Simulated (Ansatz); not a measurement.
Write the native input for Ansatz 0.2.0 that does the following.

* Task: single point
* Functional: PBE
* Potentials or basis: Ansatz PAW
* Cutoff: 420 eV (not typed: the program's choice for these potentials)
* k mesh: 8 × 8 × 3
* Occupations: fermi-dirac, width 0.05 eV
* Spin: no spin polarisation

Re:

```
Re
1.0
     2.76639    0.00000    0.00000
    -1.38319    2.39576    0.00000
     0.00000    0.00000    8.93885
Re
4
Direct
  0.66667 0.33333 0.75000
  0.00000 0.00000 0.50000
  0.33333 0.66667 0.25000
  0.00000 0.00000 0.00000
```

One way to write it, as run:

input.yaml

```yaml
crystal:
  lattice:
    - [2.7663873939, 0.0, 0.0]
    - [-1.3831936969, 2.3957617598, 0.0]
    - [0.0, 0.0, 8.93884516]
  atoms:
    - { symbol: Re, position: [0.6666666667, 0.3333333333, 0.75] }
    - { symbol: Re, position: [0.0, 0.0, 0.5] }
    - { symbol: Re, position: [0.3333333333, 0.6666666667, 0.25] }
    - { symbol: Re, position: [0.0, 0.0, 0.0] }
hamiltonian:
  xc: pbe
  pseudopotentials: { kind: paw }
kpoints:
  mp_grid: { grid: [8, 8, 3] }
scf:
  occupations: { method: fermi_dirac, width: 0.05 }
output:
  forces: true
  stress: true
  eigenvalues: true
```

Potentials or basis: Ansatz PAW.

Run with:

```bash
$ ansatz run input.yaml --threads 2 --pin off --max-ram 5632MiB --backend cpu --events-out ev --progress --plain --runs-dir out
```

Results of the run:

```
Pressure               : 3.6 GPa
Band gap on the k mesh : none (metal or under the smearing width)
```

Run time: 1.9 s on 2 threads of Intel(R) Xeon(R) Processor @ 2.70GHz, on a shared host, peak memory 0.36 GiB.
